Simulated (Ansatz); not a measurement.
# Tm (P6_3/mmc) in Ansatz: a run that goes wrong, beside a sound one

A flawed run on Tm and a sound one for comparison.

Everything below comes from runs of Ansatz 0.2.0. Logs are shortened: lines on timing, memory, paths and dates and some standing lists are left out, and cuts for length are marked.

## Step 1: The structure

It takes space group P6_3/mmc (No. 194, hexagonal). Conventional cell: a = 3.538 Å, b = 3.538 Å, c = 5.555 Å, α = 90.00°, β = 90.00°, γ = 120.00°. Tm (site symmetry -6m2) is surrounded by 12 Tm at 3.45 to 3.54 Å.

## Step 2: A run with an altered input

File input.yaml:

```yaml
crystal:
  lattice:
    - [3.5375, 0.0, 0.0]
    - [-1.76875, 3.0635648659, 0.0]
    - [0.0, 0.0, 5.5546]
  atoms:
    - { symbol: Tm, position: [0.6666666667, 0.3333333333, 0.75] }
    - { symbol: Tm, position: [0.3333333333, 0.6666666667, 0.25] }
hamiltonian:
  xc: pbesol
  pseudopotentials: { kind: paw }
kpoints:
  mp-grid: { grid: [9, 9, 5] }
scf:
  occupations: { method: fermi_dirac, width: 0.05 }
  max_iter: 80
output:
  forces: true
  stress: true
  eigenvalues: true
```

Potentials or basis: Ansatz PAW.

On the command line:

```bash
$ ansatz run input.yaml --threads 2 --pin off --max-ram 5632MiB --backend cpu --events-out ev --progress --plain --runs-dir out
```

The log of the run:

```text
Error: YAML parse error: error: line 13 column 3: unknown field `mp-grid`, expected one of mp_grid, list, band_path, initial_grid, further_shifts
  --> <input>:13:3
   |
11 |   pseudopotentials: { kind: paw }
12 | kpoints:
13 |   mp-grid: { grid: [9, 9, 5] }
   |   ^ unknown field `mp-grid`, expected one of mp_grid, list, band_path, initial_grid, further_shifts
14 | scf:
15 |   occupations: { method: fermi_dirac, width: 0.05 }
   |
```

Wall time 0.02 s (2 threads of Arm Neoverse V1, shared host); peak memory 0.021 GiB.

The program refused the input. The input was made wrong on purpose: a misspelt key (kpoints.mp_grid = mp-grid).

## Step 3: Single point, PBEsol

input.yaml, as its differences from that of step 2:

```diff
@@ -12,6 +12,5 @@
 kpoints:
-  mp-grid: { grid: [9, 9, 5] }
+  mp_grid: { grid: [9, 9, 5] }
 scf:
   occupations: { method: fermi_dirac, width: 0.05 }
-  max_iter: 80
 output:
@@ -20 +19,5 @@
   eigenvalues: true
+  write_density: true
+  write_potential: true
+  elf: true
+  volumetric_format: npy
```

Potentials or basis: Ansatz PAW.

On the command line:

```bash
$ ansatz run input.yaml --threads 2 --pin off --max-ram 5632MiB --backend cpu --events-out ev --progress --plain --runs-dir out
```

Wall time 2.8 s (2 threads of Arm Neoverse V1, shared host); peak memory 0.36 GiB.

Results (log left out):

| Property | Result |
| --- | --- |
| Free energy | -25590.5225 eV |
| Pressure | 0.9 GPa |
| Band gap on the k mesh | none (metal or under the smearing width) |

Stress tensor (GPa, compression positive):
```
0.02 0.00 0.00
0.00 0.02 0.00
0.00 0.00 2.68
```

Levels at points of the mesh, in eV from the Fermi level:
```csv
k point,band 22,band 23,band 24,band 25,band 26,band 27
"(0.00, 0.00, 0.00)",-0.09,-0.06,-0.05,1.49,2.98,2.98
```

Caveat: the PAW data sets come from PBE, with cores solved anew for the run's functional, which leaves a small shift of forces and pressure.
